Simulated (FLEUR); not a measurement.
# Pb (Fm-3m) in FLEUR: further runs, part 2 of 2

FLEUR MaX-R8.1 (patched build s14). Earlier steps stand in the parts before.

**3. Single point, PBE**

Input file inp.xml:

```xml
<?xml version="1.0" encoding="UTF-8" standalone="no"?>
<fleurInput fleurInputVersion="0.39">
   <comment>
      Pb                                                                                                  
   </comment>
   <calculationSetup>
      <cutoffs Kmax="3.8" Gmax="11.8" GmaxXC="11.8" numbands="0"/>
      <scfLoop itmax="60" minDistance="0.00001" maxIterBroyd="15" imix="Anderson" alpha="0.05" precondParam="0.0" spinf="2.0"/>
      <coreElectrons ctail="T" frcor="F" kcrel="0" coretail_lmax="0"/>
      <xcFunctional name="pbe" relativisticCorrections="F"/>
      <magnetism jspins="1"/>
      <soc l_soc="F" theta="0.0" phi="0.0" spav="F"/>
      <expertModes spex="0" secvar="F"/>
      <geometryOptimization l_f="F" forcealpha="1.0" forcemix="BFGS" epsdisp="0.00001" epsforce="0.00001"/>
      <ldaU l_linMix="F" mixParam="0.05" spinf="1.0"/>
   </calculationSetup>
   <cell>
      <bzIntegration valenceElectrons="20.0" mode="hist" fermiSmearingEnergy="0.00183747">
         <kPointListSelection listName="default-1"/>
         <!-- k-points included here -->
         <xi:include xmlns:xi="http://www.w3.org/2001/XInclude" href="kpts.xml"> </xi:include>
      </bzIntegration>
      <!-- symmetry operations included here -->
      <xi:include xmlns:xi="http://www.w3.org/2001/XInclude" href="sym.xml"> </xi:include>
      <bulkLattice scale="1.0">
         <bravaisMatrix>
            <row-1>    0.0000000000000000     4.6771099529074922     4.6771099529074922</row-1>
            <row-2>    4.6771099529074922     0.0000000000000000     4.6771099529074922</row-2>
            <row-3>    4.6771099529074922     4.6771099529074922     0.0000000000000000</row-3>
         </bravaisMatrix>
      </bulkLattice>
   </cell>
   <atomSpecies>
      <species name="Lead (Pb)" element="Pb" atomicNumber="82">
         <mtSphere radius="2.66" gridPoints="879" logIncrement="0.015"/>
         <atomicCutoffs lmax="11" lnonsphr="8"/>
         <electronConfig flipSpins="F">
            <coreConfig>(1s1/2) (2s1/2) (2p1/2) (2p3/2) (3s1/2) (3p1/2) (3p3/2) (4s1/2) (3d3/2) (3d5/2) (4p1/2) (4p3/2) (4d3/2) (4d5/2) (4f5/2) (4f7/2) (5s1/2)</coreConfig>
            <valenceConfig>(5p1/2) (5p3/2) (6s1/2) (5d3/2) (5d5/2) (6p1/2) (6p3/2)</valenceConfig>
            <stateOccupation state="(6p1/2)" spinUp="0.333333" spinDown="0.333333"/>
            <stateOccupation state="(6p3/2)" spinUp="0.666667" spinDown="0.666667"/>
         </electronConfig>
         <energyParameters s="6" p="6" d="5" f="5"/>
         <lo type="SCLO" l="1" n="5" eDeriv="0"/>
         <lo type="SCLO" l="1" n="5" eDeriv="1"/>
         <lo type="SCLO" l="0" n="6" eDeriv="2"/>
         <lo type="SCLO" l="2" n="5" eDeriv="2"/>
         <lo type="SCLO" l="3" n="5" eDeriv="2"/>
      </species>
   </atomSpecies>
   <atomGroups>
      <atomGroup species="Lead (Pb)">
         <relPos label="                   1">.0000000000 .0000000000 .0000000000</relPos>
         <force calculate="T" relaxXYZ="TTT"/>
      </atomGroup>
   </atomGroups>
   <output dos="F" band="F" slice="F">
      <checks vchk="F" cdinf="F"/>
      <bandDOS minEnergy="-.5*Htr" maxEnergy="0.5*Htr" sigma="0.015" storeEVData="T"/>
      <vacuumDOS vacdos="F" integ="F" star="F" nstars="0" locx1="0.0" locy1="0.0" locx2="0.0" locy2="0.0" nstm="0" tworkf="0.0"/>
      <unfoldingBand unfoldBand="F" supercellX="1" supercellY="1" supercellZ="1"/>
      <plotting iplot="0" polar="F">
         <plot TwoD="T" vec1="  1.0  0.0  0.0" vec2="  0.0  1.0  0.0" vec3="  0.0  0.0  1.0" zero="  0.0  0.0  0.0" file="plot"/>
      </plotting>
      <chargeDensitySlicing numkpt="0" minEigenval="0.0" maxEigenval="0.0" nnne="0" pallst="F"/>
      <specialOutput eonly="F"/>
      <magneticCircularDichroism mcd="F" energyLo="-10.0" energyUp="0.0"/>
   </output>
  <!-- We include the file relax.xml here to enable relaxations (see documentation) -->
  <xi:include xmlns:xi="http://www.w3.org/2001/XInclude" href="relax.xml"> <xi:fallback/> </xi:include>
</fleurInput>
```

Input file crystal.txt:

```
Pb
&input cartesian=F /
0.0000000000  2.4750200000  2.4750200000
2.4750200000  0.0000000000  2.4750200000
2.4750200000  2.4750200000  0.0000000000
1.8897261246
1.0 1.0 1.0

1
82 0.0000000000  0.0000000000  0.0000000000

&kpt div1=4 div2=4 div3=4 gamma=T /
```

Potentials or basis: all-electron, FLAPW.

The run is started by

```sh
$ inpgen -f crystal.txt -profile fastHighL; OMP_NUM_THREADS=2 fleur
```

What it wrote:

```text
Welcome to FLEUR        (www.flapw.de)
      MaX-Release 8.1          (www.max-centre.eu)

 ========== k-point set info ==========
 Selected k-point list: default-1
 k-point list type: mesh
 4 x 4 x 4
 Number of k points: 8

 ------------Calculation Setup---------------------------
 Number of OMP-threads    :            2
 Number of basis functions:          235
 Approximate size of matrices (H+S) per k-point:         0.001 GB
 --------------------------------------------------------
 Iteration:     1   Distance:      10.89106214 me/bohr^3
 Iteration:     2   Distance:      10.25182350 me/bohr^3
 Iteration:     3   Distance:       3.20430727 me/bohr^3
 Iteration:     4   Distance:       0.23457073 me/bohr^3
 Iteration:     5   Distance:       0.22300599 me/bohr^3
 Iteration:     6   Distance:       0.04906375 me/bohr^3
 Iteration:     7   Distance:       0.00363153 me/bohr^3
 Iteration:     8   Distance:       0.00259494 me/bohr^3
 Iteration:     9   Distance:       0.00027577 me/bohr^3
 Iteration:    10   Distance:       0.00015549 me/bohr^3
 Iteration:    11   Distance:       0.00001914 me/bohr^3
 Iteration:    12   Distance:       0.00000329 me/bohr^3

 ********************************************************************
 Run finished successfully
 Stop message:
   all done
 ********************************************************************
```

out.xml (last iteration):

```text
<iteration numberForCurrentRun="   12" overallNumber="   12">
         <energyParameters units="Htr">
            <atomicEP atomType="1" spin="1" branch="6s" branchLowest="-4.85" branchHighest="0.59" value="-0.0387334566"/>
            <atomicEP atomType="1" spin="1" branch="6p" branchLowest="-2.70" branchHighest="1.43" value="0.2415029841"/>
            <atomicEP atomType="1" spin="1" branch="5d" branchLowest="-14.30" branchHighest="-0.27" value="-0.3034946603"/>
            <atomicEP atomType="1" spin="1" branch="5f" branchLowest="-4.44" branchHighest="1.89" value="0.5800431073"/>
            <loAtomicEP atomType="1" spin="1" branch="5p" branchLowest="-23.23" branchHighest="-2.70" value="-2.7081785821"/>
            <loAtomicEP atomType="1" spin="1" branch="5p" branchLowest="-23.23" branchHighest="-2.70" value="-2.7081785821"/>
            <loAtomicEP atomType="1" spin="1" branch="6s" branchLowest="-4.85" branchHighest="0.59" value="-0.0387334566"/>
            <loAtomicEP atomType="1" spin="1" branch="5d" branchLowest="-14.30" branchHighest="-0.27" value="-0.3413159094"/>
            <loAtomicEP atomType="1" spin="1" branch="5f" branchLowest="-4.44" branchHighest="1.89" value="0.5800216139"/>
         </energyParameters>
         <eigenvalues>
            <eigenvaluesAt spin="1" ikpt="1" k_x="0.00000000" k_y="0.00000000" k_z="0.00000000">
                      -2.7071877204       -2.7071877204       -2.7071877204       -0.3427648912       -0.3427648912
                      -0.3427648912       -0.3373793070       -0.3373793070       -0.1463894662        0.5586165205
                       0.5586165205        0.5586165205        0.6442871104        0.7023249694        0.7454988352
                       0.7454988352
            </eigenvaluesAt>
            <eigenvaluesAt spin="1" ikpt="2" k_x="0.00000000" k_y="0.00000000" k_z="0.25000000">
[... 26 lines left out ...]
            <totalCharge value="20.0000000000"/>
         </valenceDensity>
         <coreStates atomType="     1" atomicNumber=" 82" spin="1" kinEnergy="  24108.4378150471" eigValSum=" -12921.7875010351" lostElectrons=" 0.000046">
            <state n="1" l="0" j="0.5" energy="-3232.8824708178" weight="1.0000000000"/>
            <state n="2" l="0" j="0.5" energy="-577.3784997905" weight="1.0000000000"/>
            <state n="2" l="1" j="0.5" energy="-554.3770927663" weight="1.0000000000"/>
            <state n="2" l="1" j="1.5" energy="-473.8946899130" weight="2.0000000000"/>
            <state n="3" l="0" j="0.5" energy="-138.2610112604" weight="1.0000000000"/>
            <state n="3" l="1" j="0.5" energy="-127.8990781578" weight="1.0000000000"/>
[... 9 lines left out ...]
            <state n="4" l="3" j="3.5" energy="-4.3619269966" weight="4.0000000000"/>
            <state n="5" l="0" j="0.5" energy="-4.8491289425" weight="1.0000000000"/>
         </coreStates>
         <allElectronCharges>
            <spinDependentCharge spin="1" total="82.0000000" interstitial="1.9928783" mtSpheres="80.0071217"/>
            <totalCharge value="82.0000000007"/>
         </allElectronCharges>
         <totalEnergy                                    value="   -20928.2692952865" units="Htr">
            <sumOfEigenvalues                            value="   -12941.0245438310">
               <coreElectrons value="-12921.7875010351"/>
               <valenceElectrons value="-19.2370427960"/>
            </sumOfEigenvalues>
            <densityCoulombPotentialIntegral value="-36796.5253789255"/>
            <densityEffectivePotentialIntegral value="-37307.3873372852"/>
            <chargeDenXCDenIntegral value="-390.3118132497"/>
            <FockExchangeEnergyValence value="0.0000000000"/>
            <FockExchangeEnergyCore value="0.0000000000"/>
            <atomTypeDependentContributions atomType="1">
               <electronNucleiInteractionDifferentMTs value="26465.5541566219"/>
               <MadelungTerm value="-40.5034294064"/>
            </atomTypeDependentContributions>
            <tkbTimesEntropy value="0.0004906588"/>
            <freeEnergy value="-20928.2697859453"/>
            <extrapolationTo0K value="-20928.2695406159"/>
         </totalEnergy>
         <densityConvergence units="me/bohr^3">
            <chargeDensity spin="1" distance="0.0000032917"/>
         </densityConvergence>
      </iteration>
```

Wall time 6.3 s (2 threads of Intel Xeon Platinum 8375C at 2.90GHz (Ice Lake), shared host); peak memory 0.05 GiB.

What came out:

| Quantity | Value |
| --- | --- |
| Free energy | -569487.2326 eV |
| Band gap on the k mesh | none (metal or under the smearing width) |
| Valence electrons inside the program's atomic spheres | Pb 18.01 (radii Pb 2.66 bohr) |

Core levels (eV from the Fermi level):
| atom | levels |
| --- | --- |
| 1 Pb | 1s1/2 -87979.4, 2s1/2 -15719.4, 2p1/2 -15093.5, 2p3/2 -12903.5, 3s1/2 -3770.5, 3p1/2 -3488.5, 3p3/2 -2999.8, 4s1/2 -851.0, 3d3/2 -2537.4, 3d5/2 -2433.4, 4p1/2 -729.0, 4p3/2 -609.4, 4d3/2 -411.0, 4d5/2 -388.7, 4f5/2 -131.9, 4f7/2 -126.9, 5s1/2 -140.1 |

Caveat: the k mesh is coarse (spacing up to 0.55 Å⁻¹), so the values aren't converged.

**4. Single point, PBE0**

inp.xml: that of step 3 with these lines changed.

```diff
@@ -6,7 +6,8 @@
    <calculationSetup>
-      <cutoffs Kmax="3.8" Gmax="11.8" GmaxXC="11.8" numbands="0"/>
-      <scfLoop itmax="60" minDistance="0.00001" maxIterBroyd="15" imix="Anderson" alpha="0.05" precondParam="0.0" spinf="2.0"/>
+      <cutoffs Kmax="4.1" Gmax="12.7" GmaxXC="12.7" numbands="38"/>
+      <scfLoop itmax="30" minDistance="0.0001" maxIterBroyd="15" imix="Anderson" alpha="0.05" precondParam="0.0" spinf="2.0"/>
       <coreElectrons ctail="T" frcor="F" kcrel="0" coretail_lmax="0"/>
-      <xcFunctional name="pbe" relativisticCorrections="F"/>
+      <xcFunctional name="pbe0" relativisticCorrections="F"/>
       <magnetism jspins="1"/>
+      <prodBasis gcutm="3.0" bands="34" tolerance="0.0001" lexp="16" ewaldlambda="3"/>
       <soc l_soc="F" theta="0.0" phi="0.0" spav="F"/>
@@ -43,2 +44,3 @@
          <energyParameters s="6" p="6" d="5" f="5"/>
+         <prodBasis lcutm="4" lcutwf="11" select="4 0 4 2"/>
          <lo type="SCLO" l="1" n="5" eDeriv="0"/>
```

crystal.txt is that of step 3.

Potentials or basis: all-electron, FLAPW.

The run is started by

```sh
$ inpgen -f crystal.txt -profile fastHighL; OMP_NUM_THREADS=2 fleur -warn_only
```

What it wrote:

```text
Welcome to FLEUR        (www.flapw.de)
      MaX-Release 8.1          (www.max-centre.eu)
************FLEUR-Warning*****************
Error message: Hybrid calculations should always use HDF5
*****************************************
 bands (prodBasis in inp.xml) is read and not used: the non-local exchange is built in the LAPW basis itself, without a cut in the bands.

 ========== k-point set info ==========
 Selected k-point list: default-1
 k-point list type: mesh
 4 x 4 x 4
 Number of k points: 8

 ------------Calculation Setup---------------------------
 Number of OMP-threads    :            2
 Number of basis functions:          294
 Approximate size of matrices (H+S) per k-point:         0.001 GB
 --------------------------------------------------------
 Iteration:           1  Distance:   10.895354591095444       hyb distance:  -1.0000000000000000
 Iteration:           2  Distance:   10.253953499093662       hyb distance:   10.895354591095444
 Iteration:           3  Distance:   3.2349101192464476       hyb distance:   10.253953499093662
 Iteration:           4  Distance:  0.23912573948091123       hyb distance:   3.2349101192464476
 Iteration:           5  Distance:  0.22777546391979245       hyb distance:  0.23912573948091123
 Iteration:           6  Distance:   4.9219459984516309E-002  hyb distance:  0.22777546391979245
 Iteration:           7  Distance:   3.6531810131400005E-003  hyb distance:   4.9219459984516309E-002
 Iteration:           8  Distance:   2.5953489778605915E-003  hyb distance:   3.6531810131400005E-003
 Iteration:           9  Distance:   2.7830532084861559E-004  hyb distance:   2.5953489778605915E-003
 Iteration:          10  Distance:   1.5865750308588974E-004  hyb distance:   2.7830532084861559E-004
 Iteration:          11  Distance:   1.7930035453058284E-005  hyb distance:   1.5865750308588974E-004
 iterHF =    1
 start of coulomb calculation
 coulomb pw-loop nk: (1/8)
 coulomb pw-loop nk: (2/8)
 coulomb pw-loop nk: (3/8)
 coulomb pw-loop nk: (4/8)
 coulomb pw-loop nk: (5/8)
 coulomb pw-loop nk: (6/8)
 coulomb pw-loop nk: (7/8)
 coulomb pw-loop nk: (8/8)
 kpoint=            1
 calculate new HF matrix
 exchange_valence_hf
 Divergence:   1.9952373899268432
 core exchange calculation
 kpoint=            2
 exchange_valence_hf
 core exchange calculation
 kpoint=            3
 exchange_valence_hf
 core exchange calculation
 kpoint=            4
 exchange_valence_hf
 core exchange calculation
 kpoint=            5
 exchange_valence_hf
 core exchange calculation
 kpoint=            6
 exchange_valence_hf
 core exchange calculation
 kpoint=            7
 exchange_valence_hf
 core exchange calculation
 kpoint=            8
 exchange_valence_hf
 core exchange calculation
[... 242 lines left out ...]
 kpoint=            4
 exchange_valence_hf
 core exchange calculation
 kpoint=            5
 exchange_valence_hf
 core exchange calculation
 kpoint=            6
 exchange_valence_hf
 core exchange calculation
 kpoint=            7
 exchange_valence_hf
 core exchange calculation
 kpoint=            8
 exchange_valence_hf
 core exchange calculation
 Reset of history
 Iteration:           0  Distance:   2.6434977293654126E-005  hyb distance:   1.6572456180941569E-005

 ********************************************************************
 Run finished successfully
 Stop message:
   all done
 ********************************************************************
```

out.xml (last iteration):

```text
<iteration numberForCurrentRun="    4" overallNumber="   53">
         <energyParameters units="Htr">
            <atomicEP atomType="1" spin="1" branch="6s" branchLowest="-4.83" branchHighest="0.60" value="-0.0282508209"/>
            <atomicEP atomType="1" spin="1" branch="6p" branchLowest="-2.69" branchHighest="1.44" value="0.2517247174"/>
            <atomicEP atomType="1" spin="1" branch="5d" branchLowest="-14.28" branchHighest="-0.26" value="-0.2915658011"/>
[... 95 lines left out ...]
            </atomTypeDependentContributions>
            <tkbTimesEntropy value="0.0003875105"/>
            <freeEnergy value="-20927.0476020917"/>
            <extrapolationTo0K value="-20927.0474083365"/>
         </totalEnergy>
         <densityConvergence units="me/bohr^3">
            <chargeDensity spin="1" distance="0.0000264350"/>
         </densityConvergence>
      </iteration>
```

Wall time 2.9 min (2 threads of Intel Xeon 6975P-C (Granite Rapids), shared host); peak memory 0.08 GiB.

Results:

```
Free energy                                           : -569453.9753 eV
Band gap on the k mesh                                : none (metal or under the smearing width)
Valence electrons inside the program's atomic spheres : Pb 17.99 (radii Pb 2.66 bohr)
```

Levels at points of the mesh, in eV from the Fermi level:
```csv
k point,band 7,band 8,band 9,band 10,band 11,band 12,band 13,band 14
"(0.00, 0.00, 0.00)",-19.96,-19.96,-14.17,7.97,7.97,7.97,10.19,11.89
"(0.00, 0.00, 0.50)",-19.83,-19.83,-9.97,-5.84,5.97,5.97,9.60,9.91
"(0.00, 0.50, 0.50)",-19.79,-19.79,-8.32,-4.69,2.06,2.06,5.43,6.80
```

Core levels (eV from the Fermi level):
```csv
atom,levels
1 Pb,"1s1/2 -87979.5, 2s1/2 -15719.5, 2p1/2 -15093.6, 2p3/2 -12903.5, 3s1/2 -3770.5, 3p1/2 -3488.5, 3p3/2 -2999.9, 4s1/2 -851.1, 3d3/2 -2537.4, 3d5/2 -2433.4, 4p1/2 -729.1, 4p3/2 -609.5, 4d3/2 -411.1, 4d5/2 -388.8, 4f5/2 -132.0, 4f7/2 -126.9, 5s1/2 -140.2"
```

Caveat: the k mesh is coarse (spacing up to 0.55 Å⁻¹), so the values aren't converged, least of all with exact exchange; core states are solved in the semilocal potential.

**5. Overview**

| level | gmax | max iterations | density convergence | kmax | gap on the mesh (eV) |
| --- | --- | --- | --- | --- | --- |
| HSE06 | 11.8 1/bohr | 30 | 0.0001 me/bohr^3 | 3.8 1/bohr | none |
| PBE | 11.8 1/bohr | 60 | 1e-05 me/bohr^3 | 3.8 1/bohr | none |
| PBE0 | 12.7 1/bohr | 30 | 0.0001 me/bohr^3 | 4.1 1/bohr | none |

Alike in all rows: task single point; potentials or basis all-electron, FLAPW; no spin polarisation; cell as given; k mesh 4 × 4 × 4; smearing fermi-dirac 0.05 eV; the mesh is coarse, so values aren't converged.

Caveats: all runs use coarse meshes; core states are solved in the semilocal potential (some runs).

Compare energies only between runs with the same functional and basis.
